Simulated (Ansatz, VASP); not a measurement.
## Cross-check of TaSnO3 between VASP and Ansatz

Aim: how closely do two programs agree when they are given the same cell, functional and k mesh? The cell is taken from a series of runs on this material, whose earlier steps may have relaxed, scaled, displaced or heated it; both programs get it as it stands.

Program: Ansatz 0.2.0. Level of theory: plane waves, with VASP 6.6.1 beside it; zone-centre phonons at PBEsol. Results are calculated unless marked as measured.

## 1. The structure

The structure is tetragonal, space group P4mm (No. 99). Conventional cell: a = 4.035 Å, b = 4.035 Å, c = 4.017 Å, α = 90.00°, β = 90.00°, γ = 90.00°. Ta has 6 O at 1.99 to 2.02 Å nearest. Nearest to Sn lie 4 O at 2.67 Å. Nearest to O lie 2 Ta at 2.02 Å and 2 Sn at 2.67 Å. O has 2 Ta at 1.99 to 2.02 Å nearest. Farther neighbours and most contacts between anions are not listed.

Coordinates:

```cif
data_structure
_symmetry_space_group_name_H-M 'P4mm'
_symmetry_Int_Tables_number 99
_cell_length_a 4.0346
_cell_length_b 4.0346
_cell_length_c 4.0171
_cell_angle_alpha 90.000
_cell_angle_beta 90.000
_cell_angle_gamma 90.000
_cell_volume 65.39
loop_
_atom_site_label
_atom_site_type_symbol
_atom_site_symmetry_multiplicity
_atom_site_Wyckoff_symbol
_atom_site_fract_x
_atom_site_fract_y
_atom_site_fract_z
_atom_site_occupancy
Ta1 Ta 1 b 0.50000 0.50000 0.51621 1
Sn1 Sn 1 a 0.00000 0.00000 0.96539 1
O1 O 2 c 0.00000 0.50000 0.53100 1
O2 O 1 b 0.50000 0.50000 0.02026 1
```

## 2. VASP: zone-centre phonons, PBEsol

Second derivatives magnify differences that forces hide, and they need a tight electronic threshold.

Lines of VASP's logs that name or quote its potential files are left out, and so is its time.

Contents of INCAR:

```
SYSTEM = TaSnO3
PREC = Accurate
ENCUT = 600
EDIFF = 1E-08
NELM = 120
ISMEAR = 1
SIGMA = 0.2
LREAL = .FALSE.
ALGO = Normal
GGA = PS
NBANDS = 27
LASPH = .TRUE.
LORBIT = 11
LWAVE = .FALSE.
LCHARG = .FALSE.
ISIF = 2
IBRION = 8
GGA_COMPAT = .FALSE.
KPAR = 2
```

Contents of POSCAR:

```
TaSnO3
1.0
    4.0346466522      0.0000000000      0.0000000000
    0.0000000000      4.0346466522      0.0000000000
    0.0000000000      0.0000000000      4.0171059107
Ta Sn O
1 1 3
Direct
    0.5000000000      0.5000000000      0.5162075580
    0.0000000000      0.0000000000      0.9653924635
    0.0000000000      0.5000000000      0.5310032242
    0.5000000000      0.5000000000      0.0202563469
    0.5000000000      0.0000000000      0.5310032242
```

Contents of KPOINTS:

```
Automatic mesh
0
Gamma
10 10 10
0 0 0
```

PAW data sets: Ta_pv, Sn_d and O (PBE family, release 64).

The run is started by

```
$ mpirun -np 2 vasp_std
```

Numbers of over 12 decimals in the logs are rounded to 6 here.

Log:

```text
[banner, memory and clock lines left out]
running    2 mpi-ranks, on    1 nodes
 distrk:  each k-point on    1 cores,    2 groups
 distr:  one band on    1 cores,    1 groups

 POSCAR found type information on POSCAR TaSnO
 POSCAR found :  3 types and       5 ions
|                                                                             |
|               ----> ADVICE to this user running VASP <----                  |
|                                                                             |
|     You enforced a specific xc type in the INCAR file but a different       |
|     [... a line on the potential file left out ...]
|     I HOPE YOU KNOW WHAT YOU ARE DOING!                                     |
|                                                                             |

 LDA part: xc-table for (Slater+PW92), standard interpolation
 POSCAR, INCAR and KPOINTS ok, starting setup
 FFT: planning ... GRIDC
 FFT: planning ... GRID_SOFT
 FFT: planning ... GRID
 WAVECAR not read
 entering main loop
       N       E                     dE             d eps       ncg     rms          rms(c)
DAV:   1     0.523729416273E+03    0.52373E+03   -0.24081E+04  6898   0.234E+03
DAV:   2     0.175744101226E+02   -0.50616E+03   -0.49145E+03  7493   0.611E+02
DAV:   3    -0.459722376155E+02   -0.63547E+02   -0.62222E+02  7859   0.183E+02
DAV:   4    -0.488453216745E+02   -0.28731E+01   -0.28369E+01  8045   0.397E+01
DAV:   5    -0.489177060670E+02   -0.72384E-01   -0.71996E-01  8313   0.655E+00    0.314E+01
DAV:   6    -0.430369037820E+02    0.58808E+01   -0.40683E+01  8395   0.449E+01    0.132E+01
DAV:   7    -0.425794500575E+02    0.45745E+00   -0.37120E+00  7306   0.124E+01    0.962E+00
DAV:   8    -0.424912604167E+02    0.88190E-01   -0.29214E-01  7374   0.478E+00    0.455E-01
DAV:   9    -0.424895991650E+02    0.16613E-02   -0.29861E-02  8570   0.115E+00    0.179E-01
DAV:  10    -0.424895603786E+02    0.38786E-04   -0.18464E-03  7849   0.461E-01    0.997E-02
DAV:  11    -0.424896544751E+02   -0.94097E-04   -0.30550E-04  8832   0.202E-01    0.252E-02
DAV:  12    -0.424896522088E+02    0.22663E-05   -0.58602E-05  8697   0.862E-02    0.124E-02
DAV:  13    -0.424896516164E+02    0.59244E-06   -0.93404E-06  8065   0.286E-02    0.603E-03
DAV:  14    -0.424896518873E+02   -0.27090E-06   -0.17472E-06  8172   0.135E-02    0.162E-03
DAV:  15    -0.424896517507E+02    0.13655E-06   -0.13696E-07  7919   0.345E-03    0.532E-04
DAV:  16    -0.424896516626E+02    0.88158E-07   -0.21496E-08  4584   0.184E-03    0.141E-04
DAV:  17    -0.424896516614E+02    0.11514E-08   -0.47157E-09  3705   0.579E-04
   1 F= -.42489652E+02 E0= -.42488723E+02  d E =-.278504E-02
 Linear response reoptimize wavefunctions to high precision
DAV:   1    -0.424896516651E+02   -0.36607E-08   -0.96274E-10  3747   0.323E-04
DAV:   2    -0.424896516651E+02   -0.40018E-10   -0.26282E-10  3615   0.137E-04
 Linear response DOF=           9
 Linear response progress:
  Degree of freedom:   1/  9
       N       E                     dE             d eps       ncg     rms          rms(c)
RMM:   1    -0.178512466800E+00   -0.17851E+00    0.97512E+00 20196   0.164E+01
RMM:   2    -0.201240397837E+00   -0.22728E-01   -0.39734E-02 29192   0.120E+00    0.123E-01
RMM:   3    -0.200704762309E+00    0.53564E-03   -0.42029E-03 32942   0.286E-01    0.636E-02
RMM:   4    -0.199926380819E+00    0.77838E-03   -0.71298E-04 35449   0.116E-01    0.257E-02
RMM:   5    -0.199773451956E+00    0.15293E-03   -0.77532E-05 34651   0.346E-02    0.104E-02
RMM:   6    -0.199645513106E+00    0.12794E-03   -0.20194E-05 35291   0.146E-02    0.281E-03
RMM:   7    -0.199634129484E+00    0.11384E-04   -0.70027E-06 35318   0.573E-03    0.689E-04
RMM:   8    -0.199635818062E+00   -0.16886E-05   -0.39721E-06 35673   0.267E-03    0.372E-04
RMM:   9    -0.199637972924E+00   -0.21549E-05   -0.15490E-06 36024   0.133E-03    0.230E-04
RMM:  10    -0.199639461635E+00   -0.14887E-05   -0.79265E-07 35571   0.813E-04    0.100E-04
RMM:  11    -0.199640058748E+00   -0.59711E-06   -0.56656E-07 36206   0.530E-04    0.351E-05
RMM:  12    -0.199640586591E+00   -0.52784E-06   -0.39741E-07 34686   0.355E-04    0.981E-06
RMM:  13    -0.199640638705E+00   -0.52114E-07   -0.20448E-07 37973   0.231E-04    0.125E-05
RMM:  14    -0.199640740253E+00   -0.10155E-06   -0.10438E-07 34838   0.165E-04    0.109E-05
RMM:  15    -0.199640726913E+00    0.13340E-07   -0.72659E-08 31433   0.115E-04    0.219E-05
RMM:  16    -0.199640708222E+00    0.18691E-07   -0.47089E-08 31758   0.853E-05    0.302E-05
RMM:  17    -0.199640765661E+00   -0.57439E-07   -0.45269E-08 28854   0.664E-05    0.282E-05
RMM:  18    -0.199640776620E+00   -0.10959E-07   -0.17244E-08 30167   0.483E-05    0.304E-05
RMM:  19    -0.199640776445E+00    0.17559E-09   -0.10038E-08 17412   0.360E-05    0.332E-05
 first order change of Fermi-energy  -0.27390E-03
[...]
RMM:  10    -0.219429454802E+00   -0.22342E-06   -0.17394E-07 35488   0.387E-04    0.106E-05
RMM:  11    -0.219429558596E+00   -0.10379E-06   -0.13054E-07 36366   0.232E-04    0.355E-06
RMM:  12    -0.219429548880E+00    0.97156E-08   -0.84692E-08 36049   0.146E-04    0.167E-06
 first order change of Fermi-energy  -0.11740E-03
 force on displaced ion       2 direction 1 :  -0.586   0.000   0.000
 Linear response progress:
  Degree of freedom:   4/  9
[...]
RMM:  12    -0.375149539581E+00   -0.19394E-06   -0.39854E-08 30900   0.346E-05    0.575E-06
RMM:  13    -0.375149510781E+00    0.28800E-07    0.53552E-10 32825   0.131E-05    0.336E-06
RMM:  14    -0.375149507171E+00    0.36102E-08   -0.69208E-09 28939   0.639E-06    0.107E-06
 first order change of Fermi-energy   0.48561E-04
 force on displaced ion       3 direction 1 : -16.910   0.000   0.002
 Linear response progress:
  Degree of freedom:   6/  9
       N       E                     dE             d eps       ncg     rms          rms(c)
RMM:   1    -0.370860678380E+00   -0.37086E+00    0.29386E-01 33780   0.272E+00
RMM:   2    -0.363467850561E+00    0.73928E-02   -0.11906E-02 29557   0.549E-01    0.966E-02
RMM:   3    -0.364650399597E+00   -0.11825E-02   -0.20455E-03 30436   0.155E-01    0.493E-02
RMM:   4    -0.365793437607E+00   -0.11430E-02   -0.31971E-04 28589   0.824E-02    0.141E-02
RMM:   5    -0.365931293995E+00   -0.13786E-03   -0.39063E-05 32447   0.284E-02    0.610E-03
RMM:   6    -0.365878577552E+00    0.52716E-04   -0.26819E-06 32344   0.779E-03    0.236E-03
RMM:   7    -0.365878421561E+00    0.15599E-06   -0.35964E-07 31862   0.283E-03    0.434E-04
RMM:   8    -0.365868485628E+00    0.99359E-05   -0.14975E-07 31506   0.976E-04    0.171E-04
RMM:   9    -0.365866405184E+00    0.20804E-05    0.13544E-09 33107   0.310E-04    0.905E-05
RMM:  10    -0.365868208058E+00   -0.18029E-05   -0.43931E-08 30814   0.148E-04    0.148E-05
RMM:  11    -0.365867882270E+00    0.32579E-06    0.17245E-08 34048   0.478E-05    0.689E-06
RMM:  12    -0.365867961338E+00   -0.79068E-07   -0.28511E-08 34874   0.172E-05    0.244E-06
RMM:  13    -0.365867958109E+00    0.32283E-08   -0.53081E-10 31341   0.670E-06    0.849E-07
 first order change of Fermi-energy   0.61139E-04
 force on displaced ion       3 direction 2 :   0.000  -3.927   0.001
 Linear response progress:
  Degree of freedom:   7/  9
       N       E                     dE             d eps       ncg     rms          rms(c)
RMM:   1    -0.371539530673E+00   -0.37154E+00    0.27675E-01 23121   0.271E+00
RMM:   2    -0.363747655067E+00    0.77919E-02   -0.12117E-02 20776   0.540E-01    0.958E-02
RMM:   3    -0.364940839096E+00   -0.11932E-02   -0.20843E-03 20735   0.154E-01    0.499E-02
RMM:   4    -0.366088623893E+00   -0.11478E-02   -0.31195E-04 19516   0.818E-02    0.147E-02
RMM:   5    -0.366220765485E+00   -0.13214E-03   -0.38345E-05 22270   0.278E-02    0.811E-03
RMM:   6    -0.366198786273E+00    0.21979E-04   -0.30905E-06 22333   0.924E-03    0.310E-03
RMM:   7    -0.366184803060E+00    0.13983E-04   -0.34531E-07 21574   0.331E-03    0.683E-04
RMM:   8    -0.366184847990E+00   -0.44931E-07   -0.78706E-08 22566   0.122E-03    0.257E-04
RMM:   9    -0.366182999202E+00    0.18488E-05   -0.41252E-08 22682   0.411E-04    0.148E-04
RMM:  10    -0.366182540810E+00    0.45839E-06   -0.39654E-08 22466   0.160E-04    0.390E-05
RMM:  11    -0.366183014795E+00   -0.47398E-06    0.11939E-08 22320   0.607E-05    0.117E-05
RMM:  12    -0.366182994026E+00    0.20769E-07    0.29114E-08 24259   0.200E-05    0.686E-06
RMM:  13    -0.366182949891E+00    0.44135E-07   -0.21639E-09 22896   0.880E-06    0.167E-06
RMM:  14    -0.366182934308E+00    0.15583E-07   -0.33302E-09 19428   0.388E-06    0.607E-07
RMM:  15    -0.366182933093E+00    0.12151E-08   -0.22414E-09 12373   0.231E-06    0.311E-07
 first order change of Fermi-energy   0.18019E+00
 force on displaced ion       3 direction 3 :   0.000   0.000  -4.129
 Linear response progress:
  Degree of freedom:   8/  9
       N       E                     dE             d eps       ncg     rms          rms(c)
RMM:   1    -0.370911090209E+00   -0.37091E+00    0.27396E-01 33437   0.267E+00
RMM:   2    -0.363657267831E+00    0.72538E-02   -0.12209E-02 29747   0.517E-01    0.952E-02
RMM:   3    -0.364851144285E+00   -0.11939E-02   -0.21015E-03 29835   0.155E-01    0.483E-02
RMM:   4    -0.365988731531E+00   -0.11376E-02   -0.31845E-04 28172   0.812E-02    0.142E-02
RMM:   5    -0.366139337408E+00   -0.15061E-03   -0.40584E-05 32455   0.287E-02    0.615E-03
RMM:   6    -0.366092175393E+00    0.47162E-04   -0.26426E-06 32266   0.747E-03    0.273E-03
RMM:   7    -0.366085055357E+00    0.71200E-05   -0.33493E-07 31416   0.293E-03    0.419E-04
RMM:   8    -0.366074189824E+00    0.10866E-04    0.10966E-07 31211   0.994E-04    0.184E-04
RMM:   9    -0.366073355727E+00    0.83410E-06   -0.11573E-08 33645   0.300E-04    0.818E-05
RMM:  10    -0.366074603446E+00   -0.12477E-05   -0.57642E-09 31110   0.125E-04    0.163E-05
RMM:  11    -0.366074245570E+00    0.35788E-06    0.41234E-08 33671   0.438E-05    0.723E-06
RMM:  12    -0.366074345515E+00   -0.99945E-07   -0.15350E-08 34562   0.166E-05    0.234E-06
RMM:  13    -0.366074342708E+00    0.28071E-08    0.51220E-09 32024   0.608E-06    0.780E-07
 first order change of Fermi-energy  -0.10305E-04
 force on displaced ion       4 direction 1 :  -4.292   0.000  -0.000
 Linear response progress:
  Degree of freedom:   9/  9
       N       E                     dE             d eps       ncg     rms          rms(c)
RMM:   1    -0.381316411116E+00   -0.38132E+00    0.33686E-01 14104   0.281E+00
RMM:   2    -0.372187347201E+00    0.91291E-02   -0.47215E-02 12546   0.674E-01    0.176E-01
RMM:   3    -0.373575009968E+00   -0.13877E-02   -0.32044E-03 12034   0.243E-01    0.104E-01
RMM:   4    -0.375163173512E+00   -0.15882E-02   -0.71684E-04 11410   0.118E-01    0.375E-02
RMM:   5    -0.375545296048E+00   -0.38212E-03   -0.52571E-05 12865   0.367E-02    0.102E-02
RMM:   6    -0.375584081758E+00   -0.38786E-04   -0.55011E-06 13262   0.116E-02    0.342E-03
RMM:   7    -0.375553759333E+00    0.30322E-04   -0.63514E-07 12072   0.422E-03    0.112E-03
RMM:   8    -0.375548918074E+00    0.48413E-05   -0.22823E-07 13166   0.181E-03    0.345E-04
RMM:   9    -0.375552082956E+00   -0.31649E-05   -0.80016E-08 12697   0.545E-04    0.208E-04
RMM:  10    -0.375552849764E+00   -0.76681E-06   -0.24569E-08 12701   0.239E-04    0.325E-05
RMM:  11    -0.375552426041E+00    0.42372E-06   -0.39966E-08 13300   0.750E-05    0.151E-05
RMM:  12    -0.375552440133E+00   -0.14092E-07   -0.23339E-08 13809   0.279E-05    0.472E-06
RMM:  13    -0.375552471123E+00   -0.30990E-07   -0.89768E-09 13166   0.119E-05    0.185E-06
RMM:  14    -0.375552466501E+00    0.46220E-08   -0.21775E-09 11943   0.478E-06    0.429E-07
 first order change of Fermi-energy   0.16527E+00
 force on displaced ion       4 direction 3 :   0.000   0.000 -17.604
 Linear response finished
```

(Part 1 of 3 ends here.)

[Lines on the potential files, build, host, timing and source positions are cut from VASP's logs without a mark.]

[Logs are printed without paths, hosts, clocks, repeated set-up lines and the standing remarks that a program may print on its own settings, such as how far it seeks lower states.]

[Hosts, paths, dates, database ids (printed as entryN), source tags and the programs' standing remarks are cut or masked in the printed files.]
